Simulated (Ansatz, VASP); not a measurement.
# One calculation of Cu, two programs

The input INCAR:

```
PREC = Accurate ; ENCUT = 520
EDIFF = 1E-6 ; ISMEAR = 0
SIGMA = 0.15 ; LREAL = F
LASPH = T ; NELM = 100
ALGO = Fast ; ISIF = 2
LWAVE = F ; LCHARG = T
GGA = PS ; LELF = T
LVHAR = T ; NBANDS = 18
```

KPOINTS

```
regular mesh
0
Gamma
  24 24 12
```

POSCAR

```
Cu
1.0
    2.5340966698      0.0000000000      0.0000000000
   -1.2670483349      2.1945920917      0.0000000000
    0.0000000000      0.0000000000      4.1536967100
Cu
2
Direct
    0.3333333333      0.6666666667      0.2500000000
    0.6666666667      0.3333333333      0.7500000000
```

Input for Ansatz:

```yaml
crystal:
  lattice:
    - [2.5340966698, 0.0, 0.0]
    - [-1.2670483349, 2.1945920917, 0.0]
    - [0.0, 0.0, 4.15369671]
  atoms:
    - { symbol: Cu, position: [0.3333333333, 0.6666666667, 0.25] }
    - { symbol: Cu, position: [0.6666666667, 0.3333333333, 0.75] }
basis:
  ecutwfc: 420
kpoints:
  mp_grid: { grid: [24, 24, 12] }
hamiltonian:
  xc: pbesol
scf:
  occupations: { method: gaussian, width: 0.15 }
output:
  forces: true
  stress: true
  eigenvalues: true
```

Change from the starting cell: strain +0.0100 x Voigt [0, 0, 1, 0, 0, 0], atoms carried along.

Alike in both runs: task single point; functional PBEsol; k mesh 24 × 24 × 12; occupations gaussian, width 0.15 eV; no spin polarisation.

|  | VASP | Ansatz |
| --- | --- | --- |
| version | VASP 6.6.1 | Ansatz 0.2.0 |
| potentials or method | VASP PAW PBE potentials, release 64 (Cu) | scalar-relativistic, plane waves, PAW |
| plane-wave cutoff (eV) | 520 | 420 |
| valence electrons in the cell | 22 | 38 |

VASP gave:

- gap on the k mesh at the Fermi level (eV): none
- pressure (GPa): -2.5

What did Ansatz give for the same quantities?

gap on the k mesh at the Fermi level (eV): none; pressure (GPa): -3.1.

A gap of «none» marks a metal or a gap that the smearing closes. The two sets of potentials don't hold the same shells in valence.

Caveats: the PAW data sets were made with another functional, which shifts forces and pressure a little (VASP).
